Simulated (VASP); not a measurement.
# SrCl2 (Fm-3m) in VASP: further runs

The runs below take SrCl2 through single point, with PBE.

Program: VASP 6.6.1. These are calculated values, not measurements. Logs are shortened: lines on timing, memory, paths and dates and some standing lists are left out, and cuts for length are marked.

## (1) The structure

The structure is cubic, space group Fm-3m (No. 225). Conventional cell: a = 6.977 Å, b = 6.977 Å, c = 6.977 Å, α = 90.00°, β = 90.00°, γ = 90.00°. Sr (site symmetry m-3m) has 8 Cl at 3.02 Å as nearest neighbours. Cl (site symmetry -43m) is surrounded by 4 Sr at 3.02 Å.

## (2) Single point, PBE

The input, INCAR:

```
SYSTEM = SrCl2
ADDGRID = .False. ; ALGO = Normal
EDIFF = 1E-6 ; ENCUT = 550
GGA = PE ; ISIF = 2
ISMEAR = 0 ; LASPH = .True.
LCHARG = .False. ; LREAL = .False.
LWAVE = .False. ; NBANDS = 19
NELM = 100 ; PREC = Normal
SIGMA = 0.05
```

The input, KPOINTS:

```
k-points
0
Gamma
  8 8 8
  0 0 0
```

The input, POSCAR:

```
SrCl2
1.0
    0.0000000000      3.4883500000      3.4883500000
    3.4883500000      0.0000000000      3.4883500000
    3.4883500000      3.4883500000      0.0000000000
Sr Cl
1 2
Direct
    0.0000000000      0.0000000000      0.0000000000
    0.7500000000      0.7500000000      0.7500000000
    0.2500000000      0.2500000000      0.2500000000
```

Potentials or basis: VASP PAW PBE potentials, release 64 (Sr_sv, Cl).

On the command line:

```console
cat potpaw_PBE.64/Sr_sv/POTCAR potpaw_PBE.64/Cl/POTCAR > POTCAR
mpirun -np 1 vasp_std > vasp.out
```

OUTCAR:

```text
SYSTEM = SrCl2
   EDIFF = 1E-6
   ENCUT = 550
   GGA = PE
   ISIF = 2
   ISMEAR = 0
   LASPH = .True.
   LREAL = .False.
   NELM = 100
   PREC = Normal

 Found     29 irreducible k-points:

 Following reciprocal coordinates:
            Coordinates               Weight
  0.000000  0.000000  0.000000      1.000000
  0.125000  0.000000  0.000000      8.000000
  0.250000  0.000000  0.000000      8.000000
  0.375000  0.000000  0.000000      8.000000
  0.500000  0.000000  0.000000      4.000000
  0.125000  0.125000  0.000000      6.000000
   k-points           NKPTS =     29   k-points in BZ     NKDIM =     29   number of bands    NBANDS=     19
   number of dos      NEDOS =    301   number of ions     NIONS =      3
   total plane-waves  NPLWV =  21952
   dimension x,y,z NGX =    28 NGY =   28 NGZ =   28
   dimension x,y,z NGXF=    56 NGYF=   56 NGZF=   56
   ions per type =               1   2
   NGX,Y,Z   is equivalent  to a cutoff of   9.44,  9.44,  9.44 a.u.
   NGXF,Y,Z  is equivalent  to a cutoff of  18.87, 18.87, 18.87 a.u.
 SYSTEM =  SrCl2
   PREC   = normal    normal or accurate (medium, high low for compatibility)
   ISTART =      0    job   : 0-new  1-cont  2-samecut
   ICHARG =      2    charge: 1-file 2-atom 10-const
   ISPIN  =      1    spin polarized calculation?
   LNONCOLLINEAR =      F non collinear calculations
   LSORBIT =      F    spin-orbit coupling
   LASPH  =      T    aspherical Exc in radial PAW
   ENCUT  =  550.0 eV  40.42 Ry    6.36 a.u.   9.43  9.43  9.43*2*pi/ulx,y,z
   NELM   =    100;   NELMIN=  2; NELMDL= -5     # of ELM steps
   EDIFF  = 0.1E-05   stopping-criterion for ELM
   LREAL  =      F    real-space projection
   EDIFFG = 0.1E-04   stopping-criterion for IOM
   NSW    =      0    number of steps for IOM
   IBRION =     -1    ionic relax: 0-MD 1-quasi-New 2-CG
   NFREE  =      0    steps in history (QN), initial steepest desc. (CG)
   ISIF   =      2    stress and relaxation
   ISYM   =      2    0-nonsym 1-usesym 2-fastsym
   POTIM  = 0.5000    time-step for ionic-motion
   TEBEG  =    0.0;   TEEND  =   0.0 temperature during run
   PSTRESS=    0.0 pullay stress
   NELECT =      24.0000    total number of electrons
   NUPDOWN=      -1.0000    fix difference up-down
   EMIN   =  10.00;   EMAX   =-10.00  energy-range for DOS
   EFERMI =   0.00;   METHOD = LEGACY
   ISMEAR =     0;   SIGMA  =   0.05  broadening in eV -4-tet -1-fermi 0-gaus
   EFERMI_NEDOS =   21; number of points for ismear=-14 and -15
   IALGO  =     38    algorithm
   IMIX   =      4    mixing-type and parameters
     AMIX     =   0.40;   BMIX     =  1.00
     AMIX_MAG =   1.60;   BMIX_MAG =  1.00
  volume/ion in A,a.u.               =      28.30       190.97
  Fermi-wavevector in a.u.,A,eV,Ry     =   1.074439  2.030396 15.706833  1.154420
  Thomas-Fermi vector in A             =   2.210267
   LORBIT       =      0    0 simple, 1 ext, 2 COOP (PROOUT), +10 PAW based schemes
   GGA     = PE    functional components
   LHFCALC =     F    Hartree Fock is set to
   AEXX    =    0.0000 exact exchange contribution
   IVDW    =     0    specifies the selected vdW correction
   LEPSILON=     F    determine dielectric tensor
   LRPA    =     F    only Hartree local field effects (RPA)
 non-spin polarized calculation
 Gauss-broadening in eV      SIGMA  =   0.05
  energy-cutoff  :      550.00
  volume of cell :       84.90
 maximum number of plane-waves:      2514
   NGX = 19   NGY = 19   NGZ = 19

 number of electron      23.9999987 magnetization

 Free energy of the ion-electron system (eV)
  ---------------------------------------------------
  ext. energy  EPLUGINS =         0.00000000
  ---------------------------------------------------
  free energy    TOTEN  =       -12.78243337 eV

  energy without entropy =      -12.78243337  energy(sigma->0) =      -12.78243337

 E-fermi :   0.3817     XC(G=0):  -8.2829

 val. band max:        0.1525614761   @ k =   0.5000   0.5000   0.0000
 cond. band min:       5.4907933144   @ k =   0.0000   0.0000   0.0000
 fundamental gap:      5.3382318383
 Fermi energy:         0.3817447274

 k-point     1 :       0.0000    0.0000    0.0000
  band No.  band energies     occupation
      1     -32.7341      2.00000
      2     -14.7259      2.00000
      3     -14.7259      2.00000
      4     -14.7259      2.00000
      5     -13.1524      2.00000
      6     -12.3024      2.00000
[... 11 lines left out ...]
     18       9.1882      0.00000
     19       9.4667      0.00000

 k-point     2 :       0.1250    0.0000    0.0000
  band No.  band energies     occupation
      1     -32.7337      2.00000
      2     -14.7792      2.00000
      3     -14.7279      2.00000
      4     -14.7279      2.00000
      5     -13.0617      2.00000
      6     -12.3368      2.00000
[... 11 lines left out ...]
     18       8.9789      0.00000
     19       9.8107      0.00000

 k-point     3 :       0.2500    0.0000    0.0000
  band No.  band energies     occupation
      1     -32.7325      2.00000
      2     -14.8876      2.00000
      3     -14.7328      2.00000
      4     -14.7328      2.00000
      5     -12.8764      2.00000
      6     -12.4020      2.00000
[... 11 lines left out ...]
     18       8.7810      0.00000
     19       9.7659      0.00000

 k-point     4 :       0.3750    0.0000    0.0000
  band No.  band energies     occupation
      1     -32.7314      2.00000
      2     -14.9767      2.00000
      3     -14.7377      2.00000
      4     -14.7377      2.00000
      5     -12.7659      2.00000
      6     -12.4054      2.00000
[... 11 lines left out ...]
     18       8.7417      0.00000
     19       8.9707      0.00000

 k-point     5 :       0.5000    0.0000    0.0000
  band No.  band energies     occupation
      1     -32.7309      2.00000
      2     -15.0095      2.00000
      3     -14.7397      2.00000
      4     -14.7397      2.00000
      5     -12.7539      2.00000
      6     -12.3753      2.00000
[... 11 lines left out ...]
     18       8.7724      0.00000
     19       8.9329      0.00000

 k-point     6 :       0.1250    0.1250    0.0000
  band No.  band energies     occupation
      1     -32.7335      2.00000
      2     -14.7922      2.00000
      3     -14.7307      2.00000
      4     -14.7307      2.00000
      5     -13.0302      2.00000
      6     -12.3495      2.00000
[... 11 lines left out ...]
     18       8.9521      0.00000
     19       9.2698      0.00000

 [... further k-points ...]

------------------------ aborting loop because EDIFF is reached ----------------------------------------

  FORCE on cell =-STRESS in cart. coord.  units (eV):
  Direction    XX          YY          ZZ          XY          YZ          ZX
  --------------------------------------------------------------------------------------
  -------------------------------------------------------------------------------------
  Total        0.5785140      0.5785140      0.5785140      0.0000000      0.0000000     -0.0000000
  in kB       10.9177798     10.9177798     10.9177798      0.0000000      0.0000000     -0.0000000
  external PRESSURE =      10.9177798 kB  Pullay stress =       0.0000000 kB

 VOLUME and BASIS-vectors are now :
 -----------------------------------------------------------------------------
  energy-cutoff  :      550.00
  volume of cell :       84.90
      direct lattice vectors                 reciprocal lattice vectors
     0.000000000  3.488350000  3.488350000    -0.143334241  0.143334241  0.143334241
     3.488350000  0.000000000  3.488350000     0.143334241 -0.143334241  0.143334241
     3.488350000  3.488350000  0.000000000     0.143334241  0.143334241 -0.143334241

 POSITION                                       TOTAL-FORCE (eV/Angst)
 -----------------------------------------------------------------------------------
      0.00000      0.00000      0.00000        -0.000000     -0.000000     -0.000000
      5.23252      5.23252      5.23252        -0.000000      0.000000     -0.000000
      1.74418      1.74418      1.74418         0.000000     -0.000000      0.000000
 -----------------------------------------------------------------------------------
    total drift:                               -0.000000     -0.000000      0.000000

  FREE ENERGIE OF THE ION-ELECTRON SYSTEM (eV)
  ---------------------------------------------------
  free  energy   TOTEN  =       -12.7824333696 eV

  energy  without entropy=      -12.7824333696  energy(sigma->0) =      -12.78243337
```

Run time: 19 s. Hardware: 1 thread of Intel Xeon Platinum 8488C (Sapphire Rapids), shared host; peak memory 0.18 GiB.

The run converged, but some of its settings lie outside the range that counts as converged, so its numbers aren't taken as properties of the crystal.

Results:

```
Free energy            : -12.7824 eV
Pressure               : 1.1 GPa
Band gap on the k mesh : 5.34 eV, indirect (least direct gap 5.51 eV)
```

## (3) Single point, PBE

INCAR is that of step 2.

KPOINTS is that of step 2.

The input, POSCAR:

```
SrCl2
1.0
    0.0000000000      3.4883500000      3.4883500000
    3.4883500000      0.0000000000      3.4883500000
    3.4883500000      3.4883500000      0.0000000000
Sr Cl
1 2
Direct
    0.0068970000     -0.0112840000      0.0399150000
    0.7604860000      0.7424010000      0.7508940000
    0.2477780000      0.2469560000      0.2707310000
```

Potentials or basis: VASP PAW PBE potentials, release 64 (Sr_sv, Cl).

On the command line:

```console
cat potpaw_PBE.64/Sr_sv/POTCAR potpaw_PBE.64/Cl/POTCAR > POTCAR
mpirun -np 1 vasp_std > vasp.out
```

Wall time 2.7 min (1 thread of Intel Xeon Platinum 8488C (Sapphire Rapids), shared host); peak memory 0.48 GiB.

These settings aren't checked as converged: the numbers below hold their error.

What came out:

* Free energy: -12.7445 eV
* Pressure: 1.4 GPa
* Largest force: 0.427 eV/Å
* Band gap on the k mesh: 5.31 eV, indirect (least direct gap 5.50 eV)
